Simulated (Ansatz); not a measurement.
WSe2 under strain

Level of theory: DFT PBEsol, scalar-relativistic, plane waves, PAW in Ansatz. Run with 420 eV cutoff, 12×12×2 k-mesh, Gaussian smearing of 0.02 eV, no spin polarisation.

The relaxed crystal:

```xyz
6
Lattice="3.2711 0.0000 0.0000 -1.6355 2.8329 0.0000 0.0000 0.0000 13.2237" Properties=species:S:1:pos:R:3 pbc="T T T"
W     1.6355    0.9443    9.9178
W     0.0000    1.8886    3.3059
Se    0.0000    1.8886   11.5920
Se    1.6355    0.9443    4.9801
Se    0.0000    1.8886    8.2435
Se    1.6355    0.9443    1.6317
```

Deformation: biaxial strain in the a-b plane, with the length and tilt of c and the atoms relaxed, all within the symmetry that the strain leaves. Energies are extrapolated to zero smearing. Stress is positive in compression, on the Cartesian axes of the cell above. Gaps are Kohn–Sham gaps over the whole zone.

Spin-orbit coupling is left out, which matters for the bands and energies of heavy elements.

```tsv
strain (%)	ΔE (meV/atom)	a (Å)	b (Å)	c (Å)	σxx (GPa)	σyy (GPa)	σzz (GPa)	gap (eV)
-3.0	?	3.173	3.173	?	?	?	?	?
-2.0	12.2	3.206	3.206	13.351	4.96	4.96	0.00	1.01
-1.0	3.0	3.238	3.238	13.295	2.38	2.38	-0.01	1.06
+0.0	0.0	3.271	3.271	13.224	0.00	0.00	0.00	1.02
+1.0	?	3.304	3.304	?	?	?	?	?
+2.0	11.2	3.337	3.337	13.113	-4.26	-4.26	0.01	0.97
+3.0	24.8	3.369	3.369	13.048	-6.18	-6.18	0.01	0.85
```

Fill in the row at -3.0 %.

ΔE 28.2 meV/atom; c 13.414 Å; σxx 7.75 GPa; σyy 7.75 GPa; σzz 0.00 GPa; gap 0.94 eV.

Fill in the row at +1.0 %.

ΔE 2.9 meV/atom; c 13.166 Å; σxx -2.21 GPa; σyy -2.21 GPa; σzz 0.01 GPa; gap 0.99 eV.